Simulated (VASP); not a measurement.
# ZnS (P6_3mc) in VASP: a series of runs

One crystal, ZnS, is run at these levels: PBEsol+D4; tasks: single point, relaxation of cell and atoms.

All numbers are computed with VASP 6.6.1; they aren't measurements. Logs are shortened: lines on timing, memory, paths and dates and some standing lists are left out, and cuts for length are marked.

**What was measured.**

From a printed reference work, monograph, for a bulk crystal of ZnS at 4 K: band gap 3.911 eV (direct).

The runs below are set against these values where they give the same quantity.

## 1. The crystal as given

Symmetry: P6_3mc, No. 186, hexagonal system. Conventional cell: a = 3.759 Å, b = 3.759 Å, c = 6.172 Å, α = 90.00°, β = 90.00°, γ = 120.00°. Around Zn (site symmetry 3m) lie 4 S at 2.31 Å. Around S (site symmetry 3m) lie 4 Zn at 2.31 Å.

The cell was built by a generator and needn't be a form met in nature.

## 2. Single point, PBEsol+D4

File INCAR:

```
SYSTEM = ZnS
PREC     = Accurate       ! precision mode
ENCUT    = 520            ! plane-wave cutoff, eV
EDIFF    = 1E-6           ! SCF threshold, eV
ISMEAR   = 0              ! smearing method
SIGMA    = 0.02           ! smearing width, eV
LREAL    = .False.        ! projectors in reciprocal space
LASPH    = .True.         ! aspherical terms in the spheres
NELM     = 100            ! most SCF steps
ALGO     = Fast           ! electronic algorithm
ISIF     = 2              ! what is computed and relaxed
LWAVE    = .False.        ! write WAVECAR
LCHARG   = .True.         ! write CHGCAR
GGA      = PS             ! functional
IVDW     = 13             ! dispersion correction
LELF     = .True.         ! ELF
LVHAR    = .True.       
NBANDS   = 26             ! bands
```

File KPOINTS:

```
regular mesh
0
Gamma
  9 9 6
  0 0 0
```

File POSCAR:

```
ZnS
1.0
    3.7586458367      0.0000000000      0.0000000000
   -1.8793229184      3.2550827784      0.0000000000
    0.0000000000      0.0000000000      6.1722417585
Zn S
2 2
Direct
    0.3333333333      0.6666666667      0.0015042121
    0.6666666667      0.3333333333      0.5015042121
    0.3333333333      0.6666666667      0.3754957879
    0.6666666667      0.3333333333      0.8754957879
```

Potentials or basis: VASP PAW PBE potentials, release 64 (Zn, S).

Command:

```bash
$ cat potpaw_PBE.64/Zn/POTCAR potpaw_PBE.64/S/POTCAR > POTCAR
$ mpirun -np 1 vasp_std > vasp.out
```

OUTCAR:

```text
SYSTEM = ZnS
   PREC = Accurate
   ENCUT = 520
   EDIFF = 1E-6
   ISMEAR = 0
   LREAL = .False.
   LASPH = .True.
   NELM = 100
   ISIF = 2
   GGA = PS
   IVDW = 13

 ion  position               nearest neighbor table
   1  0.333  0.667  0.002-   4 2.31   4 2.31   4 2.31   3 2.31
   2  0.667  0.333  0.502-   3 2.31   3 2.31   3 2.31   4 2.31
   3  0.333  0.667  0.375-   2 2.31   2 2.31   2 2.31   1 2.31
   4  0.667  0.333  0.875-   1 2.31   1 2.31   1 2.31   2 2.31

  LATTYP: Found a hexagonal cell.
 ALAT       =     3.7586458367
 C/A-ratio  =     1.6421450774

  Lattice vectors:

 A1 = (   3.7586458367,   0.0000000000,   0.0000000000)
 A2 = (  -1.8793229184,   3.2550827784,   0.0000000000)
 A3 = (   0.0000000000,   0.0000000000,   6.1722417585)

Analysis of symmetry for initial positions (statically):
=====================================================================
 Subroutine PRICEL returns:
 Original cell was already a primitive cell.

 Routine SETGRP: Setting up the symmetry group for a
 hexagonal supercell.

 Subroutine GETGRP returns: Found 12 space group operations
 (whereof  6 operations were pure point group operations)
 out of a pool of 24 trial point group operations.

The static configuration has the point symmetry C_3v.
 The point group associated with its full space group is C_6v.

Analysis of symmetry for dynamics (positions and initial velocities):
=====================================================================
 Subroutine PRICEL returns:
 Original cell was already a primitive cell.

 Routine SETGRP: Setting up the symmetry group for a
 hexagonal supercell.

 Subroutine GETGRP returns: Found 12 space group operations
 (whereof  6 operations were pure point group operations)
 out of a pool of 24 trial point group operations.

The dynamic configuration has the point symmetry C_3v.
 The point group associated with its full space group is C_6v.

 Subroutine INISYM returns: Found 12 space group operations
 (whereof  6 operations are pure point group operations),
 and found     1 'primitive' translations

----------------------------------------------------------------------------------------

                                     Primitive cell

  volume of cell :      75.5155

  direct lattice vectors                    reciprocal lattice vectors
     3.758645837  0.000000000  0.000000000     0.266053266  0.153605925  0.000000000
    -1.879322918  3.255082778  0.000000000     0.000000000  0.307211849  0.000000000
     0.000000000  0.000000000  6.172241759     0.000000000  0.000000000  0.162015689

  length of vectors
     3.758645837  3.758645837  6.172241759     0.307211849  0.307211849  0.162015689

  position of ions in fractional coordinates (direct lattice)
     0.333333333  0.666666667  0.001504212
     0.666666667  0.333333333  0.501504212
     0.333333333  0.666666667  0.375495788
     0.666666667  0.333333333  0.875495788

  ion indices of the primitive-cell ions
   primitive index   ion index
                 1           1
                 2           2
                 3           3
                 4           4

----------------------------------------------------------------------------------------

 KPOINTS: regular mesh

Automatic generation of k-mesh.
 Grid dimensions read from file:
 generate k-points for:    9    9    6

 Generating k-lattice:

  Cartesian coordinates                     Fractional coordinates (reciprocal lattice)
     0.029561474  0.017067325  0.000000000     0.111111111  0.000000000  0.000000000
     0.000000000  0.034134650  0.000000000     0.000000000  0.111111111  0.000000000
     0.000000000  0.000000000  0.027002615     0.000000000  0.000000000  0.166666667

  Length of vectors
     0.034134650  0.034134650  0.027002615

  Shift w.r.t. Gamma in fractional coordinates (k-lattice)
     0.000000000  0.000000000  0.000000000

 Subroutine IBZKPT returns following result:
 ===========================================

 Found     48 irreducible k-points:

 Following reciprocal coordinates:
            Coordinates               Weight
  0.000000  0.000000  0.000000      1.000000
  0.111111  0.000000  0.000000      6.000000
  0.222222 -0.000000  0.000000      6.000000
  0.333333 -0.000000  0.000000      6.000000
  0.444444 -0.000000  0.000000      6.000000
  0.111111  0.111111  0.000000      6.000000
[... 16 lines left out ...]
  0.333333  0.222222  0.166667     24.000000
  0.333333  0.333333  0.166667      4.000000
 [... further k-points ...]
   k-points           NKPTS =     48   k-points in BZ     NKDIM =     48   number of bands    NBANDS=     26
   number of dos      NEDOS =    301   number of ions     NIONS =      4
   total plane-waves  NPLWV =  37632
   dimension x,y,z NGX =    28 NGY =   28 NGZ =   48
   dimension x,y,z NGXF=    56 NGYF=   56 NGZF=   96
   ions per type =               2   2
   NGX,Y,Z   is equivalent  to a cutoff of  12.38, 12.38, 12.93 a.u.
   NGXF,Y,Z  is equivalent  to a cutoff of  24.77, 24.77, 25.86 a.u.
 SYSTEM =  ZnS
   PREC   = accura    normal or accurate (medium, high low for compatibility)
   ISTART =      0    job   : 0-new  1-cont  2-samecut
   ICHARG =      2    charge: 1-file 2-atom 10-const
   ISPIN  =      1    spin polarized calculation?
   LNONCOLLINEAR =      F non collinear calculations
   LSORBIT =      F    spin-orbit coupling
   LASPH  =      T    aspherical Exc in radial PAW
   ENCUT  =  520.0 eV  38.22 Ry    6.18 a.u.   6.99  6.99 11.48*2*pi/ulx,y,z
   NELM   =    100;   NELMIN=  2; NELMDL= -5     # of ELM steps
   EDIFF  = 0.1E-05   stopping-criterion for ELM
   LREAL  =      F    real-space projection
   EDIFFG = 0.1E-04   stopping-criterion for IOM
   NSW    =      0    number of steps for IOM
   IBRION =     -1    ionic relax: 0-MD 1-quasi-New 2-CG
   NFREE  =      0    steps in history (QN), initial steepest desc. (CG)
   ISIF   =      2    stress and relaxation
   ISYM   =      2    0-nonsym 1-usesym 2-fastsym
   POTIM  = 0.5000    time-step for ionic-motion
   TEBEG  =    0.0;   TEEND  =   0.0 temperature during run
   PSTRESS=    0.0 pullay stress
   NELECT =      36.0000    total number of electrons
   NUPDOWN=      -1.0000    fix difference up-down
   EMIN   =  10.00;   EMAX   =-10.00  energy-range for DOS
   EFERMI =   0.00;   METHOD = LEGACY
   ISMEAR =     0;   SIGMA  =   0.02  broadening in eV -4-tet -1-fermi 0-gaus
   EFERMI_NEDOS =   21; number of points for ismear=-14 and -15
   IALGO  =     68    algorithm
   IMIX   =      4    mixing-type and parameters
     AMIX     =   0.40;   BMIX     =  1.00
     AMIX_MAG =   1.60;   BMIX_MAG =  1.00
  volume/ion in A,a.u.               =      18.88       127.40
  Fermi-wavevector in a.u.,A,eV,Ry     =   1.278881  2.416735 22.252834  1.635537
  Thomas-Fermi vector in A             =   2.411399
   LORBIT       =      0    0 simple, 1 ext, 2 COOP (PROOUT), +10 PAW based schemes
   GGA     = PS    functional components
   LHFCALC =     F    Hartree Fock is set to
   AEXX    =    0.0000 exact exchange contribution
   IVDW    =    13    specifies the selected vdW correction
   LEPSILON=     F    determine dielectric tensor
   LRPA    =     F    only Hartree local field effects (RPA)
 non-spin polarized calculation
 RMM-DIIS sequential band-by-band and
 Gauss-broadening in eV      SIGMA  =   0.02
  energy-cutoff  :      520.00
  volume of cell :       75.52
 maximum number of plane-waves:      2053
 NGX is ok and might be reduce to    28
   NGX = 13   NGY = 13   NGZ = 23

 number of electron      35.9999978 magnetization

 Free energy of the ion-electron system (eV)
  ---------------------------------------------------
  ext. energy  EPLUGINS =         0.00000000
  ---------------------------------------------------
  free energy    TOTEN  =       -15.15887291 eV

  energy without entropy =      -15.15887291  energy(sigma->0) =      -15.15887291

 E-fermi :   2.5547     XC(G=0): -10.0509

 val. band max:        2.4560307169   @ k =   0.0000   0.0000   0.0000
 cond. band min:       4.6979020986   @ k =   0.0000   0.0000   0.0000
 fundamental gap:      2.2418713817
 Fermi energy:         2.5546639805

 k-point     1 :       0.0000    0.0000    0.0000
  band No.  band energies     occupation
      1     -11.0476      2.00000
      2     -10.0163      2.00000
      3      -4.1143      2.00000
      4      -4.0958      2.00000
      5      -4.0958      2.00000
      6      -4.0070      2.00000
[... 18 lines left out ...]
     25      10.0920      0.00000
     26      11.7419      0.00000

 k-point     2 :       0.1111    0.0000    0.0000
  band No.  band energies     occupation
      1     -10.9568      2.00000
      2      -9.9648      2.00000
      3      -4.1107      2.00000
      4      -4.0911      2.00000
      5      -4.0779      2.00000
      6      -3.9994      2.00000
[... 18 lines left out ...]
     25      10.4886      0.00000
     26      11.1237      0.00000

 k-point     3 :       0.2222   -0.0000    0.0000
  band No.  band energies     occupation
      1     -10.7059      2.00000
      2      -9.8372      2.00000
      3      -4.1276      2.00000
      4      -4.0554      2.00000
      5      -4.0373      2.00000
      6      -3.9577      2.00000
[... 18 lines left out ...]
     25      10.6537      0.00000
     26      11.3589      0.00000

 k-point     4 :       0.3333   -0.0000    0.0000
  band No.  band energies     occupation
      1     -10.3658      2.00000
      2      -9.7098      2.00000
      3      -4.1258      2.00000
      4      -4.0185      2.00000
      5      -4.0023      2.00000
      6      -3.8538      2.00000
[... 18 lines left out ...]
     25      11.0778      0.00000
     26      12.2495      0.00000
[... 496 lines left out ...]
      1     -10.1580      2.00000
      2      -9.7037      2.00000
      3      -4.0572      2.00000
      4      -4.0234      2.00000
      5      -3.9343      2.00000
      6      -3.8781      2.00000
[... 18 lines left out ...]
     25      10.8803      0.00000
     26      11.8176      0.00000

 k-point    23 :       0.3333    0.2222    0.1667
  band No.  band energies     occupation
      1      -9.9138      2.00000
      2      -9.6850      2.00000
      3      -4.0695      2.00000
      4      -3.9581      2.00000
      5      -3.8685      2.00000
      6      -3.7855      2.00000
[... 18 lines left out ...]
     25      11.6619      0.00000
     26      12.5064      0.00000

 k-point    24 :       0.3333    0.3333    0.1667
  band No.  band energies     occupation
      1      -9.7539      2.00000
      2      -9.7539      2.00000
      3      -4.0709      2.00000
      4      -3.8953      2.00000
      5      -3.8953      2.00000
      6      -3.7588      2.00000
[... 18 lines left out ...]
     25      12.5432      0.00000
     26      12.6260      0.00000

 [... further k-points ...]

------------------------ aborting loop because EDIFF is reached ----------------------------------------

  DFT-D4 for vdW energy calculation

  Edisp (eV):   -0.73373

  FORCE on cell =-STRESS in cart. coord.  units (eV):
  Direction    XX          YY          ZZ          XY          YZ          ZX
  --------------------------------------------------------------------------------------
  -------------------------------------------------------------------------------------
  Total       0.03646     0.03646     0.04229    -0.00000     0.00000     0.00000
  in kB       0.77361     0.77361     0.89724    -0.00000     0.00000     0.00000
  external pressure =        0.81 kB  Pullay stress =        0.00 kB

 VOLUME and BASIS-vectors are now :
 -----------------------------------------------------------------------------
  energy-cutoff  :      520.00
  volume of cell :       75.52
      direct lattice vectors                 reciprocal lattice vectors
     3.758645837  0.000000000  0.000000000     0.266053266  0.153605925  0.000000000
    -1.879322918  3.255082778  0.000000000     0.000000000  0.307211849  0.000000000
     0.000000000  0.000000000  6.172241759     0.000000000  0.000000000  0.162015689

 POSITION                                       TOTAL-FORCE (eV/Angst)
 -----------------------------------------------------------------------------------
     -0.00000      2.17006      0.00928         0.000000     -0.000000      0.000940
      1.87932      1.08503      3.09541        -0.000000      0.000000      0.000940
     -0.00000      2.17006      2.31765         0.000000     -0.000000     -0.000940
      1.87932      1.08503      5.40377        -0.000000     -0.000000     -0.000940
 -----------------------------------------------------------------------------------
    total drift:                               -0.000001     -0.000001      0.002749

  FREE ENERGIE OF THE ION-ELECTRON SYSTEM (eV)
  ---------------------------------------------------
  free  energy   TOTEN  =       -15.8926076877 eV

  energy  without entropy=      -15.8926076877  energy(sigma->0) =      -15.89260769
```

It took 68 s on 1 thread of Intel Xeon 6975P-C (Granite Rapids), shared host; peak memory 0.23 GiB.

What came out:

```
Free energy                : -15.8926 eV
Pressure                   : 0.1 GPa
Band gap on the k mesh     : 2.24 eV, direct
Dispersion energy per atom : -0.183 eV
```

Levels at points of the mesh, in eV from the valence-band top:
| k point | band 15 | band 16 | band 17 | band 18 | band 19 | band 20 | band 21 | band 22 |
| --- | --- | --- | --- | --- | --- | --- | --- | --- |
| (0.00, 0.00, 0.00) | -0.97 | -0.10 | 0.00 | 0.00 | 2.24 | 3.06 | 6.19 | 6.19 |
| (0.00, 0.00, 0.50) | -0.51 | -0.51 | -0.51 | -0.51 | 3.56 | 3.56 | 6.66 | 6.66 |

Caveat: the PAW data sets were made with another functional, which shifts forces and pressure a little.

## 3. Relaxation of cell and atoms, PBEsol+D4

This run uses another cell than the first one, of 19.48 Å³/atom, 1.032 times its volume.

File INCAR:

```
PREC = Accurate
ENCUT = 600
EDIFF = 1E-7
ISMEAR = 0
SIGMA = 0.02
LREAL = False
LASPH = True
NELM = 100
ALGO = Fast
ISIF = 3
LWAVE = False
LCHARG = False
GGA = PS
IVDW = 13
IBRION = 2
NSW = 100
EDIFFG = -0.002
```

File KPOINTS:

```
regular mesh
0
Gamma
  9 9 6
```

File POSCAR:

```
ZnS
1.0
    3.8000000000      0.0000000000      0.0000000000
   -1.9000000000      3.2908965000      0.0000000000
    0.0000000000      0.0000000000      6.2300000000
Zn S
2 2
Direct
    0.3333333000      0.6666667000      0.0000000000
    0.6666667000      0.3333333000      0.5000000000
    0.3333333000      0.6666667000      0.3770000000
    0.6666667000      0.3333333000      0.8770000000
```

Potentials or basis: VASP PAW PBE potentials, release 64 (Zn, S).

Command:

```bash
$ cat potpaw_PBE.64/Zn/POTCAR potpaw_PBE.64/S/POTCAR > POTCAR
$ mpirun -np 1 vasp_std > vasp.out
```

It took 7.7 min on 1 thread of Intel Xeon 6975P-C (Granite Rapids), shared host; peak memory 0.26 GiB.

It converged, with:

* Free energy: -15.8936 eV
* Relaxed volume: 18.93 Å³/atom
* Relaxed cell: a = 3.762 Å, b = 3.762 Å, c = 6.177 Å, α = 90.00°, β = 90.00°, γ = 120.00°
* Space group after relaxing (to 0.05 Å): P6_3mc (No. 186)
* Energy gained by relaxing: 4.2 meV/atom
* Ionic steps: 14
* Pressure after relaxing: 0.0 GPa
* Band gap on the k mesh: 2.23 eV, direct
* Dispersion energy per atom: -0.183 eV

Step by step:
| step | energy change (eV) | largest force (eV/Å) | pressure (GPa) | volume (Å³) |
| --- | --- | --- | --- | --- |
| 1 | 0.0000 | 0.0877 | -2.26 | 77.91 |
| 2 | -0.0139 | 0.0296 | 1.00 | 74.85 |
| 3 | -0.0164 | 0.0489 | -0.01 | 75.71 |
| 4 | -0.0164 | 0.0478 | 0.07 | 75.66 |
| 5 | -0.0167 | 0.0196 | 0.05 | 75.69 |
| 6 | -0.0168 | 0.0000 | 0.04 | 75.70 |
| 7 | -0.0169 | 0.0033 | -0.04 | 75.76 |
| 8 | -0.0170 | 0.0044 | -0.08 | 75.79 |
| 9 | -0.0170 | 0.0031 | 0.03 | 75.68 |
| 10 | -0.0170 | 0.0040 | 0.01 | 75.70 |
| 11 | -0.0170 | 0.0038 | 0.00 | 75.71 |
| 12 | -0.0170 | 0.0034 | -0.01 | 75.71 |
| 13 | -0.0170 | 0.0032 | 0.00 | 75.71 |
| 14 | -0.0170 | 0.0001 | -0.01 | 75.70 |

Final structure:
```cif
data_structure
_symmetry_space_group_name_H-M 'P 1'
_symmetry_Int_Tables_number 1
_cell_length_a 3.7619
_cell_length_b 3.7619
_cell_length_c 6.1768
_cell_angle_alpha 90.000
_cell_angle_beta 90.000
_cell_angle_gamma 120.000
_cell_volume 75.70
loop_
_atom_site_label
_atom_site_type_symbol
_atom_site_fract_x
_atom_site_fract_y
_atom_site_fract_z
_atom_site_occupancy
Zn1 Zn 0.33333 0.66667 0.00148 1
Zn2 Zn 0.66667 0.33333 0.50148 1
S1 S 0.33333 0.66667 0.37552 1
S2 S 0.66667 0.33333 0.87552 1
```

Levels at points of the mesh, in eV from the valence-band top:
| k point | band 15 | band 16 | band 17 | band 18 | band 19 | band 20 | band 21 | band 22 |
| --- | --- | --- | --- | --- | --- | --- | --- | --- |
| (0.00, 0.00, 0.00) | -0.96 | -0.09 | 0.00 | 0.00 | 2.23 | 3.06 | 6.19 | 6.19 |
| (0.00, 0.00, 0.50) | -0.50 | -0.50 | -0.50 | -0.50 | 3.55 | 3.55 | 6.66 | 6.66 |

Caveat: the PAW data sets were made with another functional, which shifts forces and pressure a little. A hybrid or GW would open this gap; PBEsol tends to underestimate it.

(Part 1 of 2 ends here.)
